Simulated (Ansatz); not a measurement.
# P (omega type): how the settings move a single-point run

Aim: see which settings change the result for P (omega type), by how much, and at what cost.

Method: reference: DFT, PBE, norm-conserving pseudopotentials, Ansatz's default files, scalar-relativistic, in Ansatz 0.2.0.

## 1. The structure to begin with

The structure is hexagonal, space group P6/mmm (No. 191). The conventional cell has a = 3.352 Å, b = 3.352 Å, c = 1.991 Å, α = 90.00°, β = 90.00°, γ = 120.00°. Around P (site symmetry 6/mmm) lie 14 P at 1.99 to 2.18 Å. Around P (site symmetry -6m2) lie 11 P at 1.94 to 2.18 Å.

As a file:

```
CELL_PARAMETERS angstrom
3.35169 0.00000 0.00000
-1.67585 2.90265 0.00000
0.00000 0.00000 1.99085
ATOMIC_POSITIONS crystal
P 0.00000 0.00000 0.00000
P 0.33333 0.66667 0.50000
P 0.66667 0.33333 0.50000
```

## 2. Reference

input.yaml reads:

```yaml
crystal:
  lattice:
    - [3.3516927431, 0.0, 0.0]
    - [-1.6758463716, 2.9026510612, 0.0]
    - [0.0, 0.0, 1.9908501593]
  atoms:
    - { symbol: P, position: [0.0, 0.0, 0.0] }
    - { symbol: P, position: [0.3333333333, 0.6666666667, 0.5] }
    - { symbol: P, position: [0.6666666667, 0.3333333333, 0.5] }
kpoints:
  mp_grid: { grid: [9, 9, 12] }
scf:
  occupations: { method: fermi_dirac, width: 0.05 }
hamiltonian:
  xc: pbe
  pseudopotentials: { kind: nc }
output:
  forces: true
  stress: true
  eigenvalues: true
```

Run with:

```bash
$ ansatz run input.yaml --threads 1 --pin off --max-ram 3072MiB --backend cpu --events-out ev --progress --plain --runs-dir out
```

## 3. Changed: occupations.method gaussian

Edit input.yaml of step 2 so:

```diff
@@ -12,3 +12,3 @@
 scf:
-  occupations: { method: fermi_dirac, width: 0.05 }
+  occupations: { method: gaussian, width: 0.05 }
 hamiltonian:
```

Q: Predict the outcome of this session. Wanted: for each run, ending; energy change; pressure; gap; force.

**Answer**, as computed:

```
                           run     ending       energy change  pressure (GPa)  gap (eV)  force (eV/Å)  cycles  time
                     reference  converged                   0           391.7      0.00          0.00       6   2 s
1: occupations.method gaussian  converged  0.0 meV/atom (σ→0)           391.5      0.00          0.00       6   2 s
```

Residual by cycle in the longest SCF loop of each run; runs are numbered as in the table. The quantity is the density residual dr2, in eV.

```
cycle  reference   run 1
    1      0.413   0.415
    2      0.135   0.135
    3     9.3e-4  8.7e-4
    4     4.7e-5  4.7e-5
    5     4.6e-7  4.4e-7
    6     1.4e-8  1.1e-8
```

**Reading.** Changing the smearing hardly moves the energy: 0.0 meV/atom. Semilocal functionals close small gaps, so the missing gap need not be the real solid's. The structure is not at rest: the sound run finds 392 GPa, so these are no properties of the relaxed crystal. 
